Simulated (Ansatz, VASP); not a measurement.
One calculation of Pb2O, two programs

INCAR

```
SYSTEM = Pb2O
  PREC = Accurate
  ENCUT = 600
  EDIFF = 1E-7
  ISMEAR = 0
  SIGMA = 0.1
  LREAL = .False.
  LASPH = .True.
  NELM = 100
  ALGO = Normal
  ISIF = 3
  LWAVE = .False.
  LCHARG = .False.
  GGA = PE
  IBRION = 2
  NSW = 100
  EDIFFG = -0.01
```

File KPOINTS:

```
regular mesh
0
Gamma
  12 12 14
  0 0 0
```

POSCAR

```
Pb2O
1.0
    5.0092302900      0.0000000000      0.0000000000
   -2.5046151450      4.3381206845      0.0000000000
    0.0000000000      0.0000000000      3.3653089818
Pb O
2 1
Direct
    0.3333333333      0.6666666667      0.5000000000
    0.6666666667      0.3333333333      0.5000000000
    0.0000000000      0.0000000000      0.0000000000
```

Input for Ansatz:

```yaml
crystal:
  lattice:
    - [5.00923029, 0.0, 0.0]
    - [-2.504615145, 4.3381206845, 0.0]
    - [0.0, 0.0, 3.3653089818]
  atoms:
    - { symbol: Pb, position: [0.3333333333, 0.6666666667, 0.5] }
    - { symbol: Pb, position: [0.6666666667, 0.3333333333, 0.5] }
    - { symbol: O, position: [0.0, 0.0, 0.0] }
basis:
  ecutwfc: 420
kpoints:
  mp_grid: { grid: [12, 12, 14] }
hamiltonian:
  xc: pbe
scf:
  occupations: { method: gaussian, width: 0.1 }
output:
  forces: true
  stress: true
  eigenvalues: true
  write_density: true
  write_potential: true
  elf: true
  volumetric_format: npy
relax:
  adjacent_minimum: "off"
  f_tol: 0.01
  max_steps: 80
  cell: { stress_tol: 0.05 }
```

Change from the starting cell: species swapped into the GdGa2 type (P6/mmm, No. 191).

Alike in both runs: task relaxation of cell and atoms; functional PBE; k mesh 12 × 12 × 14; occupations gaussian, width 0.1 eV; no spin polarisation.

|  | VASP | Ansatz |
| --- | --- | --- |
| version | VASP 6.6.1 | Ansatz 0.2.0 |
| potentials or method | VASP PAW PBE potentials, release 64 (Pb_d, O) | scalar-relativistic, plane waves, PAW |
| plane-wave cutoff (eV) | 600 | 420 |
| valence electrons in the cell | 34 | 34 |

```csv
,VASP,Ansatz,Ansatz less VASP
"gap on the k mesh at the Fermi level, each at its own relaxed structure (eV)",none,none,-
relaxed volume (Å³/atom),24.40,24.43,+0.026
relaxed cell length with the largest relative difference (Å),3.357,3.359,+0.0018
```

A gap of «none» marks a metal or a gap that the smearing closes.

Spin-orbit coupling is left out, which matters for the levels of Pb.
